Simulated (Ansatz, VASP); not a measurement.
## Nb in VASP and in Ansatz

Contents of INCAR:

```
ALGO = Fast ; EDIFF = 1E-6
ENCUT = 520 ; GGA = PS
ISIF = 2 ; ISMEAR = 0
LASPH = T ; LCHARG = F
LREAL = F ; LWAVE = F
NBANDS = 12 ; NELM = 80
PREC = Accurate ; SIGMA = 0.1
```

File KPOINTS:

```
k-points
0
Gamma
  18 18 18
```

POSCAR

```
Nb
1.0
   -1.6028205812      1.6028205812      1.6028205812
    1.6028205812     -1.6028205812      1.6028205812
    1.6028205812      1.6028205812     -1.6028205812
Nb
1
Direct
    0.0000000000      0.0000000000      0.0000000000
```

Input for Ansatz:

```yaml
crystal:
  lattice:
    - [-1.6028205814, 1.6028205814, 1.6028205814]
    - [1.6028205814, -1.6028205814, 1.6028205814]
    - [1.6028205814, 1.6028205814, -1.6028205814]
  atoms:
    - { symbol: Nb, position: [0.0, 0.0, 0.0] }
basis:
  ecutwfc: 420
kpoints:
  mp_grid: { grid: [18, 18, 18] }
hamiltonian:
  xc: pbesol
scf:
  occupations: { method: gaussian, width: 0.1 }
output:
  forces: true
  stress: true
  eigenvalues: true
```

Alike in both runs: task single point; functional PBEsol; k mesh 18 × 18 × 18; occupations gaussian, width 0.1 eV; no spin polarisation.

|  | VASP | Ansatz |
| --- | --- | --- |
| version | VASP 6.6.1 | Ansatz 0.2.0 |
| potentials or method | VASP PAW PBE potentials, release 64 (Nb_sv) | scalar-relativistic, plane waves, PAW |
| plane-wave cutoff (eV) | 520 | 420 |
| valence electrons in the cell | 13 | 13 |

```csv
,VASP,Ansatz,Ansatz less VASP
gap on the k mesh at the Fermi level (eV),none,none,-
pressure (GPa),12.0,12.4,+0.33
```

A gap of «none» marks a metal or a gap that the smearing closes. The functional is the same, so the differences come from potentials, cutoffs and numerics.

Caveats: the PAW data sets were made with another functional, which shifts forces and pressure a little (VASP).
